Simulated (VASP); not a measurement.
# Lattice of AgBr (Bromargyrite) across functionals and dispersion corrections, part 2 of 2

How close do the usual functionals, with and without dispersion, come to the cell of AgBr (Bromargyrite)? The start is a cell from a database of measured crystal structures.

VASP 6.6.1, plane waves and PAW; the level of theory is named at each step.

So far. Step 2 (Relaxation with PBE): It ends with forces that vanish by symmetry and a pressure of -0.03 GPa. The volume lies +3.6 % from that of the database's start. The conventional cell has a = 5.841 Å.

### 3. Relaxation with LDA (continued)

Level of this step: LDA; plane waves and PAW (Ag, Br) (VASP).

The steps of the relaxation:

```csv
step,energy less that of the first step (eV),largest force (eV/Å),pressure (GPa),volume (Å³)
1,0.0000,0.0000,-4.72,48.08
2,-0.0718,0.0000,0.50,43.32
3,-0.0723,0.0000,0.01,43.65
```

```csv
"conventional cell, symmetrised",before,after,change
a (Å),5.772,5.589,-3.2 %
b (Å),5.772,5.589,-3.2 %
c (Å),5.772,5.589,-3.2 %
volume (Å³/atom),24.04,21.82,-9.2 %
```

Final coordinates:

```xyz
2
Lattice="0.0000 2.7946 2.7946 2.7946 0.0000 2.7946 2.7946 2.7946 0.0000" Properties=species:S:1:pos:R:3 pbc="T T T"
Ag    2.7946    2.7946    2.7946
Br    0.0000    0.0000    0.0000
```

Numbers from this step:

| Property | Result |
| --- | --- |
| free energy (TOTEN) | -6.463 eV |
| energy at zero smearing | -6.463 eV |
| Fermi energy | 4.628 eV |
| pressure | 0.01324 GPa |
| SCF cycles over all ionic steps | 27 |
| gap on the k-mesh | 0.4036 eV |
| least direct gap on the k-mesh | 2.641 eV |

It ends at 21.82 Å³/atom, -9.2 % from the start, with 0.01 GPa left. The conventional cell has a = 5.589 Å.

### 4. Relaxation with PBE + D3(BJ)

This step: PBE with D3(BJ); plane waves and PAW (Ag, Br) (VASP 6.6.1).

A dispersion term adds the long-range attraction that semilocal functionals lack. D3 with Becke-Johnson damping keeps a finite attraction at short range.

File INCAR:

```
SYSTEM = AgBr
PREC = Accurate
ENCUT = 520
EDIFF = 1E-06
NELM = 100
ISMEAR = -1
SIGMA = 0.05
LREAL = .FALSE.
ALGO = Normal
GGA = PE
IVDW = 12
NBANDS = 15
LORBIT = 11
LWAVE = .FALSE.
LCHARG = .FALSE.
KPAR = 2
IBRION = 2
NSW = 60
ISIF = 3
EDIFFG = -0.01
```

File POSCAR:

```
AgBr
1.0
    0.0000000000      2.8860500000      2.8860500000
    2.8860500000      0.0000000000      2.8860500000
    2.8860500000      2.8860500000      0.0000000000
Ag Br
1 1
Direct
    0.5000000000      0.5000000000      0.5000000000
    0.0000000000      0.0000000000      0.0000000000
```

File KPOINTS:

```
Automatic mesh
0
Gamma
6 6 6
0 0 0
```

PAW data sets: Ag and Br (PBE family, release 64).

Started as:

```
> mpirun -np 2 vasp_std
```

The log of the run:

```text
[... set-up lines as in an earlier step ...]
 entering main loop
       N       E                     dE             d eps       ncg     rms          rms(c)
[... 12 cycles as in an earlier step ...]
   1 F= -.57099426E+01 E0= -.57099264E+01  d E =-.570994E+01
[...]
N       E                     dE             d eps       ncg     rms          rms(c)
DAV:   1    -0.506221798116E+01   -0.70929E-01   -0.14065E+00   480   0.122E+01    0.191E+00
DAV:   2    -0.498421563931E+01    0.78002E-01   -0.20575E-01   480   0.544E+00    0.594E-01
DAV:   3    -0.497890708053E+01    0.53086E-02   -0.12019E-02   522   0.774E-01    0.392E-01
DAV:   4    -0.497840084736E+01    0.50623E-03   -0.10719E-03   550   0.242E-01    0.131E-01
DAV:   5    -0.497839660599E+01    0.42414E-05   -0.13038E-04   536   0.183E-01    0.341E-02
DAV:   6    -0.497839558089E+01    0.10251E-05   -0.50289E-05   564   0.917E-02    0.103E-02
DAV:   7    -0.497839448532E+01    0.10956E-05   -0.22272E-06   455   0.126E-02    0.488E-03
DAV:   8    -0.497839454690E+01   -0.61579E-07   -0.18188E-07   303   0.387E-03
   2 F= -.57133658E+01 E0= -.57133492E+01  d E =-.342323E-02
 trial-energy change:   -0.003423  1 .order   -0.003356   -0.006469   -0.000242
 step:   1.0365(harm=  1.0389)  dis= 0.00000  next Energy=    -5.713370 (dE=-0.343E-02)
 reached required accuracy - stopping structural energy minimisation
```

Wall time 6.2 s (2 MPI ranks of Intel Xeon 6975P-C (Granite Rapids), shared host); peak memory 0.34 GiB.

OUTCAR, selected parts (step 4):

```text
 Edisp (eV)   -0.71865

 Edisp (eV)   -0.73497

  Total      -0.01121    -0.01121    -0.01121     0.00000    -0.00000    -0.00000
  in kB      -0.38167    -0.38167    -0.38167     0.00000    -0.00000    -0.00000
  external pressure =       -0.38 kB  Pullay stress =        0.00 kB

 POSITION                                       TOTAL-FORCE (eV/Angst)
 -----------------------------------------------------------------------------------
      2.86524      2.86524      2.86524        -0.000000     -0.000000      0.000000
      2.86524      2.86524      5.73047         0.000000      0.000000     -0.000000
 -----------------------------------------------------------------------------------
    total drift:                                0.000000      0.000000      0.000000

  FREE ENERGIE OF THE ION-ELECTRON SYSTEM (eV)
  ---------------------------------------------------
  free  energy   TOTEN  =        -5.7133657953 eV

  energy  without entropy=       -5.7133326216  energy(sigma->0) =       -5.71334921

[... 2 parts as in an earlier step ...]

[... 2 further parts left out ...]
[key lines of the parts left out:]
E-fermi :   4.0860
```

Relaxation path:

```csv
step,energy less that of the first step (eV),largest force (eV/Å),pressure (GPa),volume (Å³)
1,0.0000,0.0000,-1.00,48.08
2,-0.0034,0.0000,-0.04,47.04
```

```csv
"conventional cell, symmetrised",before,after,change
a (Å),5.772,5.730,-0.7 %
b (Å),5.772,5.730,-0.7 %
c (Å),5.772,5.730,-0.7 %
volume (Å³/atom),24.04,23.52,-2.1 %
```

The relaxed structure:

```xyz
2
Lattice="0.0000 2.8652 2.8652 2.8652 0.0000 2.8652 2.8652 2.8652 0.0000" Properties=species:S:1:pos:R:3 pbc="T T T"
Ag    2.8652    2.8652    2.8652
Br    0.0000    0.0000    0.0000
```

It ends at 23.52 Å³/atom, -2.1 % from the start, with -0.04 GPa left. The conventional cell has a = 5.730 Å. Against plain PBE, the dispersion term moves a by -1.9 %.

### 5. The cells as a table

This step: relaxed cells at several levels; plane waves and PAW (VASP 6.6.1).

This step runs nothing: it gathers the runs above.

Lengths are those of the conventional cell; cost is the wall time of each run, as given at its step, times its ranks, without the set-up around it. Results by level, by row:

```csv
level,volume (Å³/atom),change from the start (%),a (Å),cost (core minutes)
PBE,24.91,3.6,5.841,0.313
LDA,21.82,-9.2,5.589,0.267
PBE + D3(BJ),23.52,-2.1,5.73,0.207
```

### 6. What came out

* volume, PBE: 24.91 Å³/atom
* volume, LDA: 21.82 Å³/atom
* volume, PBE + D3(BJ): 23.52 Å³/atom

For AgBr (Bromargyrite) the levels give volumes between 21.82 Å³/atom (LDA) and 24.91 Å³/atom (PBE), a spread of 14.1 %, while the cost of the finished runs spans a factor of 1.5. Against the volume of the start, a cell from experiment, PBE + D3(BJ) comes nearest (-2.1 %) and LDA lies farthest (-9.2 %); thermal expansion is in that cell alone. The costs hold the number of ionic steps as well as the price of the functional. Adding D3(BJ) to PBE changes the volume by -5.6 % (a by -1.9 %). Within 0.02 Å all end in space group Fm-3m; the runs can't lower the symmetry of the start. Each is a single relaxation on the plane waves of the start cell, so larger changes of volume carry a basis-set error that was not tested here. Zero-point and thermal expansion are not included.

[Lines on the potential files, build, host, timing and source positions are cut from VASP's logs without a mark.]

[Logs are printed without paths, hosts, clocks, repeated set-up lines and the standing remarks that a program may print on its own settings, such as how far it seeks lower states.]

[Hosts, paths, dates, database ids (printed as entryN), source tags and the programs' standing remarks are cut or masked in the printed files.]

[A measured line is paired with the nearest computed mode of its activity, which favours agreement.]

[In band tables of VASP the shares of atoms and orbitals are scaled to a sum of 1 inside the atoms' spheres.]
